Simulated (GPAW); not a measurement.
# Co in GPAW: reference runs

Reference runs on Co: the cell as given.

All numbers are computed with GPAW 26.7.0; they aren't measurements. Logs are shortened: lines on timing, memory, paths and dates and some standing lists are left out, and cuts for length are marked. The log counts tension as positive stress, the text compression.

### 1 The cell of the first run

The cell holds a slab with vacuum, 5 atoms: a = 2.487 Å, b = 2.487 Å, c = 23.127 Å, α = 90.00°, β = 90.00°, γ = 120.00°.

### 2 Single point, PBE, collinear spin, ferromagnetic start (the (0 0 1) slab of Co, cut from the database cell, not relaxed)

Input file run.py:

```python
import numpy as np
from ase import Atoms
from ase.dft.bandgap import bandgap
from ase.io import write
from ase.units import Bohr
from gpaw import GPAW, PW
from gpaw.elf import elf_from_dft_calculation

atoms = Atoms(['Co', 'Co', 'Co', 'Co', 'Co'],
              cell=[[2.4873648738, 0, 0.0],
                    [-1.2436824369, 2.1541211692, 0.0],
                    [0.0, 0.0, 23.1265790068]],
              scaled_positions=[[0.66666667, 0.33333334, 0.3243021805],
                                [0.33333333, 0.66666666, 0.4086859779],
                                [0.66666667, 0.33333334, 0.5],
                                [0.33333333, 0.66666666, 0.5843837973],
                                [0.66666667, 0.33333334, 0.6756978195]],
              pbc=True)
atoms.set_initial_magnetic_moments([2.0, 2.0, 2.0, 2.0, 2.0])
atoms.pbc = (True, True, False)

calc = GPAW(mode=PW(450),
            xc='PBE',
            kpts={'size': (12, 12, 1), 'gamma': True},
            occupations={'name': 'fermi-dirac', 'width': 0.05},
            nbands=45,
            convergence={'density': 1e-05, 'energy': 1e-05},
            maxiter=150,
            poissonsolver={'dipolelayer': 'xy'},
            txt='gpaw.txt')
atoms.calc = calc
energy = atoms.get_potential_energy()
forces = atoms.get_forces()
calc.write('gs.gpw')
write('result.traj', atoms)
print(f'Energy: {energy:.6f} eV')
print('Forces (eV/A):')
print(forces.round(4))
print('Moments:', calc.get_magnetic_moments().round(3))
print('Fermi level:', round(calc.get_fermi_level(), 4), 'eV')
print(f'Gap: {bandgap(calc)[0]:.4f} eV, direct: {bandgap(calc, direct=True)[0]:.4f} eV')

v = calc.get_electrostatic_potential().mean(axis=(0, 1))
z = np.arange(len(v)) * atoms.cell[2, 2] / len(v)
ef = calc.get_fermi_level()
np.savetxt('planar.dat', np.c_[z, v], fmt='%.4f')
below, above = np.interp([1.5, atoms.cell[2, 2] - 1.5], z, v) - ef
print(f'Work functions: bottom {below:.4f} eV, top {above:.4f} eV')
print('Dipole moment:', *calc.get_dipole_moment().round(5), 'e A')

# fields on the real-space grid
write('density.cube', atoms, data=calc.get_pseudo_density() * Bohr**3)
write('potential.cube', atoms, data=calc.get_electrostatic_potential())
write('spin.cube', atoms, data=(calc.get_pseudo_density(spin=0) - calc.get_pseudo_density(spin=1)) * Bohr**3)
write('elf.cube', atoms, data=elf_from_dft_calculation(calc).data)
```

Potentials or basis: GPAW PAW data sets (gpaw-data 1.2.1), pw.

The run is started by

```console
> OMP_NUM_THREADS=1 python run.py
```

gpaw.txt:

```text
__  _  _
 | _ |_)|_||  |
 |__||  | ||/\| - 26.7.0

Input parameters:
  mode=PW(ecut=450.00000000000006),
  convergence={'density': 1e-05, 'energy': 1e-05},
  kpts=MonkhorstPack(size=(12, 12, 1), gamma=True),
  maxiter=150,
  nbands=45,
  occupations=Occupations(name='fermi-dirac', width=0.05),
  poissonsolver=PoissonSolver(dipolelayer='xy'),
  xc=XC(name='PBE')

Diagonalizing LCAO Hamiltonian
Converting LCAO to pw mode

          Co

        Co

          Co

        Co

          Co

Atoms  # Å, Bohr magnetons
|   | symbol |        x |        y |         z |    initial magnetic moments |
|---|--------|----------|----------|-----------|-----------------------------|
| 0 |     Co | 1.243682 | 0.718040 |  7.500000 | ( 0.0000,  0.0000,  2.0000) |
| 1 |     Co | 0.000000 | 1.436081 |  9.451509 | ( 0.0000,  0.0000,  2.0000) |
| 2 |     Co | 1.243682 | 0.718040 | 11.563290 | ( 0.0000,  0.0000,  2.0000) |
| 3 |     Co | 0.000000 | 1.436081 | 13.514798 | ( 0.0000,  0.0000,  2.0000) |
| 4 |     Co | 1.243682 | 0.718040 | 15.626579 | ( 0.0000,  0.0000,  2.0000) |

Unit cell  # Å
| periodic |         x |        y |         z |   lengths |     angles |
|----------|-----------|----------|-----------|-----------|------------|
|      yes |  2.487365 | 0.000000 |  0.000000 |  2.487365 |  90.000000 |
|      yes | -1.243682 | 2.154121 |  0.000000 |  2.487365 |  90.000000 |
|       no |  0.000000 | 0.000000 | 23.126579 | 23.126579 | 120.000000 |

Number of symmetries: 6
Symmetry operations  # r_c * U_cc + t_c -> r_c
|   | kind |            matrix            |
|---|------|------------------------------|
| 0 |  σ   |  1, 1, 0,  0,-1, 0,  0, 0, 1 |
| 1 |  E   |  1, 0, 0,  0, 1, 0,  0, 0, 1 |
| 2 |  C3  |  0, 1, 0, -1,-1, 0,  0, 0, 1 |
| 3 |  σ   |  0,-1, 0, -1, 0, 0,  0, 0, 1 |
| 4 |  σ   | -1, 0, 0,  1, 1, 0,  0, 0, 1 |
| 5 |  C3  | -1,-1, 0,  1, 0, 0,  0, 0, 1 |

BZ-sampling:
  Number of BZ points: 144
  Number of IBZ points: 19

  Monkhorst-Pack size: [12, 12, 1]
  Monkhorst-Pack shift: [0.041666666666666664, 0.041666666666666664, 0.0]

K-points  # in reciprocal-cell coordinates
|     |                                coordinates |     weight |
|-----|--------------------------------------------|------------|
|   0 | ( -0.00000000,  -0.00000000,   0.00000000) | 0.00694444 |
|   1 | (  0.08333333,  -0.00000000,   0.00000000) | 0.04166667 |
|   2 | (  0.16666667,  -0.08333333,   0.00000000) | 0.04166667 |
|   3 | (  0.16666667,  -0.00000000,   0.00000000) | 0.04166667 |
|   4 | (  0.25000000,  -0.08333333,   0.00000000) | 0.08333333 |
|   5 | (  0.25000000,  -0.00000000,   0.00000000) | 0.04166667 |
|   6 | (  0.33333333,  -0.16666667,   0.00000000) | 0.04166667 |
[... 75 lines left out ...]
  name: PBE with 2 nearest neighbor stencil
[... 6 lines left out ...]

SCF iterations
|iter     | |      energy | eigst |  dens |  magmom |
|---------|-|-------------|-------|-------|---------|
|iter:   1| |  -39.251632 | +0.37 |       | +10.0158|
|iter:   2| |  -40.861568 | -1.42 | -1.05 |  +9.9459|
|iter:   3| |  -39.762775 | -2.10 | -0.77 |  +9.9547|
|iter:   4| |  -39.290789 | -2.79 | -0.90 |  +9.9429|
|iter:   5| |  -39.001728 | -2.56 | -1.08 |  +9.8533|
|iter:   6| |  -38.857719 | -2.23 | -1.18 |  +9.7347|
|iter:   7| |  -38.825033 | -2.57 | -1.24 |  +9.6190|
|iter:   8| |  -38.831388 | -3.18 | -1.33 |  +9.5140|
|iter:   9| |  -38.860592 | -2.98 | -1.38 |  +9.3033|
|iter:  10| |  -38.914924 | -2.98 | -1.49 |  +9.0488|
|iter:  11| |  -38.968966 | -3.13 | -1.60 |  +8.7815|
|iter:  12| |  -39.117137 | -2.67 | -1.61 |  +8.6917|
|iter:  13| |  -38.981249 | -2.85 | -1.26 |  +8.6370|
|iter:  14| |  -38.962281 | -3.75 | -1.66 |  +8.5990|
|iter:  15| |  -38.964752 | -4.24 | -2.03 |  +8.5718|
|iter:  16| |  -38.972999 | -3.82 | -2.06 |  +8.5291|
|iter:  17| |  -38.967986 | -3.89 | -1.91 |  +8.5341|
|iter:  18| |  -38.969501 | -4.11 | -2.16 |  +8.5227|
|iter:  19| |  -38.966961 | -4.77 | -2.20 |  +8.5507|
|iter:  20| |  -38.969881 | -4.35 | -2.43 |  +8.5794|
|iter:  21| |  -38.965972 | -4.69 | -2.22 |  +8.5755|
|iter:  22| |  -38.966074 | -5.70 | -3.15 |  +8.5848|
|iter:  23| |  -38.965986c| -6.10 | -2.97 |  +8.5833|
|iter:  24| |  -38.965983c| -6.86 | -3.36 |  +8.5859|
|iter:  25| |  -38.965972c| -7.06 | -3.33 |  +8.5853|
|iter:  26| |  -38.965971c| -7.41c| -4.02 |  +8.5861|
|iter:  27| |  -38.965976c| -7.58c| -3.66 |  +8.5862|
|iter:  28| |  -38.965970c| -7.55c| -4.03 |  +8.5863|
|iter:  29| |  -38.965974c| -7.58c| -4.36 |  +8.5867|
|iter:  30| |  -38.965972c| -7.82c| -4.18 |  +8.5866|
|iter:  31| |  -38.965972c| -8.57c| -4.81 |  +8.5867|
|iter:  32| |  -38.965973c| -8.43c| -5.09c|  +8.5869|

Converged in 32 steps
Energy contributions relative to reference atoms: (reference = -189513.549529)

Energy contributions:
  Kinetic:          39.837790
  Coulomb:         -33.069260
  Zero:              1.254816
  External:          0.000000
  Xc:              -46.964663
  Entropy:          -0.049313
  Spinorbit:         0.000000
  ----------------------------
  Free energy:     -38.990630
  Extrapolated:    -38.965973

dipole moment: (2.239834, -1.293175, -0.002123)  # |e|*Ang

Total magnetic moment: (0.000000, 0.000000, 8.586928)

Local magnetic moments
|        x |        y |        z |
|----------|----------|----------|
| 0.000000 | 0.000000 | 1.788051 |  # Co   0
| 0.000000 | 0.000000 | 1.765412 |  # Co   1
| 0.000000 | 0.000000 | 1.719966 |  # Co   2
| 0.000000 | 0.000000 | 1.759391 |  # Co   3
| 0.000000 | 0.000000 | 1.829145 |  # Co   4

Fermi level: 1.978
Eigenvalues  # (at kpt = [-0.000, -0.000, 0.000])
| band index |      eig [eV] | occ [0-1] |      eig [eV] | occ [0-1] |
|------------|---------------|-----------|---------------|-----------|
|          0 |        -6.816 |     1.000 |        -6.802 |     1.000 |
|        ... |               |           |               |           |
|         18 |        -0.313 |     1.000 |         1.348 |     1.000 |
|         19 |         0.125 |     1.000 |         1.673 |     0.998 |
|         20 |         0.125 |     1.000 |         2.016 |     0.317 |
|         21 |         0.421 |     1.000 |         2.054 |     0.178 |
|         22 |         0.421 |     1.000 |         2.054 |     0.178 |
|         23 |         0.730 |     1.000 |         2.396 |     0.000 |
|         24 |         0.730 |     1.000 |         2.396 |     0.000 |
|         25 |         0.972 |     1.000 |         2.710 |     0.000 |
|         26 |         0.972 |     1.000 |         2.710 |     0.000 |
|         27 |         1.058 |     1.000 |         2.949 |     0.000 |
|         28 |         1.058 |     1.000 |         2.949 |     0.000 |
|         29 |         1.253 |     1.000 |         3.034 |     0.000 |
|         30 |         1.949 |     0.642 |         3.034 |     0.000 |
|         31 |         6.498 |     0.000 |         6.537 |     0.000 |
|         32 |         6.870 |     0.000 |         6.893 |     0.000 |
|        ... |               |           |               |           |
|         44 |        24.253 |     0.000 |        24.055 |     0.000 |

No gap
No difference between direct/indirect transitions
vacuum-level: 6.977  # V
Workfunctions: 5.033, 4.965 eV (top, bottom)

Forces  # eV/Ang
|        x |       y |        z |
|----------|---------|----------|
|  0.00000 | 0.00000 | -0.09345 |  # Co   0
|  0.00000 | 0.00000 |  0.30951 |  # Co   1
|  0.00000 | 0.00000 | -0.61794 |  # Co   2
| -0.00000 | 0.00000 |  0.92403 |  # Co   3
|  0.00000 | 0.00000 | -0.52278 |  # Co   4

# Writing to gs.gpw (mode='')
```

stdout:

```text
Energy: -38.965973 eV
Forces (eV/A):
[[ 0.      0.     -0.0934]
 [ 0.      0.      0.3095]
 [ 0.      0.     -0.6179]
 [-0.      0.      0.924 ]
 [ 0.      0.     -0.5228]]
Moments: [1.788 1.765 1.72  1.759 1.829]
Fermi level: 1.9777 eV
Gap: 0.0000 eV, direct: 0.0000 eV
Work functions: bottom 4.9645 eV, top 5.0330 eV
Dipole moment: 2.23983 -1.29317 -0.00212 e A
```

It took 2 min on 1 thread of Intel Xeon 6975P-C (Granite Rapids), shared host; peak memory 0.27 GiB.

Results:

```yaml
Free_energy: -38.9906 eV
Largest_force: 0.924 eV/Å
Band_gap_on_the_k_mesh: none (metal or under the smearing width)
Net_moment: 8.59 μB per cell
Site_moments: Co +1.79, +1.77, +1.72, +1.76, +1.83 μB
Dipole_across_the_slab: 0.00 e·Å
Work_function_of_the_upper_face: 5.03 eV
Work_function_of_the_lower_face: 4.96 eV
```

Forces on the atoms (eV/Å):
```
Co   0.000  0.000 -0.093
Co   0.000  0.000  0.310
Co   0.000  0.000 -0.618
Co   0.000  0.000  0.924
Co   0.000  0.000 -0.523
```

Levels at points of the mesh, in eV from the Fermi level:
Spin up:
```csv
k point,band 23,band 24,band 25,band 26,band 27,band 28,band 29,band 30,band 31,band 32
"(0.00, 0.00, 0.00)",-1.56,-1.25,-1.25,-1.01,-1.01,-0.92,-0.92,-0.72,-0.03,4.52
"(0.50, 0.50, 0.00)",-0.60,-0.55,-0.51,0.93,1.03,1.65,2.55,3.07,6.59,6.73
```
Spin down:
```tsv
k point	band 16	band 17	band 18	band 19	band 20	band 21
(0.00, 0.00, 0.00)	-0.74	-0.74	-0.63	-0.63	-0.30	0.04
(0.50, 0.50, 0.00)	0.11	0.54	0.62	0.72	1.16	1.24
```
